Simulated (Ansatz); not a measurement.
Method: Ansatz 0.2.0, DFT PBE, scalar-relativistic, plane waves, PAW. All cells share a 420 eV cutoff and Γ-centred k meshes spaced at most about 0.3 Å⁻¹ (about 0.25 or finer for metals, 2π included). No spin polarisation.

Temperature and zero-point effects are left out.

**Question.** Order these relaxed structures of Zr3S2 by energy, lowest first, with the energy over the lowest of them.
A.

```cif
data_structure
_symmetry_space_group_name_H-M 'Cmc2_1'
_symmetry_Int_Tables_number 36
_cell_length_a 8.4369
_cell_length_b 6.8067
_cell_length_c 6.9792
_cell_angle_alpha 90.000
_cell_angle_beta 90.000
_cell_angle_gamma 90.000
_cell_volume 400.80
loop_
_atom_site_label
_atom_site_type_symbol
_atom_site_symmetry_multiplicity
_atom_site_Wyckoff_symbol
_atom_site_fract_x
_atom_site_fract_y
_atom_site_fract_z
_atom_site_occupancy
Zr1 Zr 8 b 0.30100 0.11488 0.96247 1
Zr2 Zr 4 a 0.50000 0.74790 0.80283 1
S1 S 4 a 0.50000 0.89287 0.17029 1
S2 S 4 a 0.50000 0.43331 0.99264 1
```

B.

```cif
data_structure
_symmetry_space_group_name_H-M 'C2/m'
_symmetry_Int_Tables_number 12
_cell_length_a 9.6592
_cell_length_b 3.2936
_cell_length_c 6.7304
_cell_angle_alpha 90.000
_cell_angle_beta 117.618
_cell_angle_gamma 90.000
_cell_volume 189.72
loop_
_atom_site_label
_atom_site_type_symbol
_atom_site_symmetry_multiplicity
_atom_site_Wyckoff_symbol
_atom_site_fract_x
_atom_site_fract_y
_atom_site_fract_z
_atom_site_occupancy
Zr1 Zr 4 i 0.32243 0.00000 0.80987 1
Zr2 Zr 2 d 0.00000 0.50000 0.50000 1
S1 S 4 i 0.04731 0.00000 0.82456 1
```

**Answer.** B (0 meV/atom), A (222 meV/atom). Forms: B C2/m; A Cmc2_1. Counting S atoms around Zr (those within 1.25 times the shortest such distance or 1.15 times the sum of covalent radii; a slash parts the counts of unlike sites): B has Zr 4/5; A has Zr 4. Origin: A, invented; B, invented, then shaken at random and relaxed again. The lowest form computed isn't among them: it has the anti-tetradymite type, space group R-3m (No. 166), 19.4 Å³/atom and lies 125 meV/atom below the best shown.

Cells relaxed within their symmetry can be saddle points. Some candidate types were left out of the draw beforehand, so a known form may be missing.
